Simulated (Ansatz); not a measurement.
Yb under changes of volume

One of the cells (41.281 Å³/atom); the others are scaled copies at fixed shape and fractional positions:

```
Yb
1.0
     0.00000    2.74310    2.74310
     2.74310    0.00000    2.74310
     2.74310    2.74310    0.00000
Yb
1
Cartesian
  0.0000 0.0000 0.0000
```

```yaml
Program: Ansatz 0.2.0
Functional: RPBE
Potentials_or_basis: SSSP efficiency PAW
Cutoff: 544 eV
Density_cutoff: 5442 eV
k_mesh: 8 × 8 × 8
Occupations: fermi-dirac, width 0.15 eV
Spin: collinear spin, ferromagnetic start
Starting_moments: "[1.0] μB"
Hubbard_terms: Yb f U = 4 eV
```

| volume (Å³/atom) | energy over the lowest point (meV/atom) | pressure (GPa) |
| --- | --- | --- |
| 38.805 | 0.00 | -0.6 |
| 39.630 | 4.23 | -0.9 |
| 40.456 | 9.92 | -1.2 |
| 41.281 | 16.98 | -1.5 |
| 42.107 | 25.22 | -1.7 |
| 42.933 | 34.59 | -1.9 |
| 43.758 | ? | ? |

Problem. What does the run at 43.758 Å³/atom give?

Solution. Energy over the lowest point 44.96 meV/atom; pressure -2.1 GPa.

Worked out: A Birch-Murnaghan fit of order 3 (a polynomial in V^(-2/3)) to the other rows has no minimum within the range. It gives 44.94 meV/atom at 43.758 Å³/atom, against the run's 44.96, and -dE/dV = -2.1 GPa, against -2.1.

Energies are extrapolated to zero smearing.

Caveats: the magnetic or orbital state may not be the lowest; the starting moments weren't kept.
